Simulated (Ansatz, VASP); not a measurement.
## Two plane-wave programs on BN

INCAR

```
PREC = Accurate
ENCUT = 520
EDIFF = 1E-6
ISMEAR = 0
SIGMA = 0.05
LREAL = F
LASPH = T
NELM = 60
ALGO = Normal
ISIF = 2
LWAVE = F
LCHARG = F
GGA = PS
NBANDS = 16
```

File KPOINTS:

```
Automatic mesh
0
Gamma
  12 12 4
```

POSCAR

```
BN
1.0
    2.2998119278      0.0000000000      0.0000000000
   -1.1499059639      1.9916955534      0.0000000000
    0.0000000000      0.0000000000      7.9687160646
B N
2 2
Direct
    0.0000000000      0.0000000000      0.5000000000
    0.3333333333      0.6666666667      0.0000000000
    0.0000000000      0.0000000000      0.0000000000
    0.6666666667      0.3333333333      0.5000000000
```

Input for Ansatz:

```yaml
crystal:
  lattice:
    - [2.2998119278, 0.0, 0.0]
    - [-1.1499059639, 1.9916955534, 0.0]
    - [0.0, 0.0, 7.9687160646]
  atoms:
    - { symbol: B, position: [0.0, 0.0, 0.5] }
    - { symbol: B, position: [0.3333333333, 0.6666666667, 0.0] }
    - { symbol: "N", position: [0.0, 0.0, 0.0] }
    - { symbol: "N", position: [0.6666666667, 0.3333333333, 0.5] }
basis:
  ecutwfc: 420
kpoints:
  mp_grid: { grid: [12, 12, 4] }
hamiltonian:
  xc: pbesol
scf:
  occupations: { method: gaussian, width: 0.05 }
output:
  forces: true
  stress: true
  eigenvalues: true
```

Alike in both runs: task single point; functional PBEsol; k mesh 12 × 12 × 4; occupations gaussian, width 0.05 eV; no spin polarisation.

|  | VASP | Ansatz |
| --- | --- | --- |
| version | VASP 6.6.1 | Ansatz 0.2.0 |
| potentials or method | VASP PAW PBE potentials, release 64 (B, N) | scalar-relativistic, plane waves, PAW |
| plane-wave cutoff (eV) | 520 | 420 |
| valence electrons in the cell | 16 | 16 |

```tsv
	VASP	Ansatz	Ansatz less VASP
gap on the k mesh at the Fermi level (eV)	4.05	4.06	+0.014
least direct gap on the mesh (eV)	4.98	5.00	+0.020
```

 A k mesh can miss the band edges. A hybrid or GW would open this gap; PBEsol tends to underestimate it.
